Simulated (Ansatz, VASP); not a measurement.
# One calculation of Cr, two programs

```
Cr
1.0
     2.50690    0.00000    0.00000
    -1.25345    2.17104    0.00000
     0.00000    0.00000    4.47822
Cr
2
Direct
  0.33333 0.66667 0.25000
  0.66667 0.33333 0.75000
```

Alike in both runs: task single point; functional RPBE; k mesh 16 × 16 × 8; occupations fermi-dirac, width 0.1 eV; no spin polarisation.

|  | VASP | Ansatz |
| --- | --- | --- |
| version | VASP 6.6.1 | Ansatz 0.2.0 |
| potentials or method | VASP PAW PBE potentials, release 64 (Cr_pv) | plane waves (420 eV) with PAW, scalar-relativistic |
| plane-wave cutoff (eV) | 520 | 420 |
| valence electrons in the cell | 24 | 28 |

VASP gave:

```
pressure (GPa)                                  : -0.3
largest component of the traceless stress (GPa) : 0.08
```

Estimate Ansatz's values.

pressure (GPa): 0.1; largest component of the traceless stress (GPa): 0.02.

The two sets of potentials don't hold the same shells in valence.

Caveats: the PAW data sets were made with another functional, which shifts forces and pressure a little (VASP); the run has no spin polarisation, though such a crystal can be magnetic. Spin polarisation is off, so any magnetic state and its effect on volume and gap are missing.
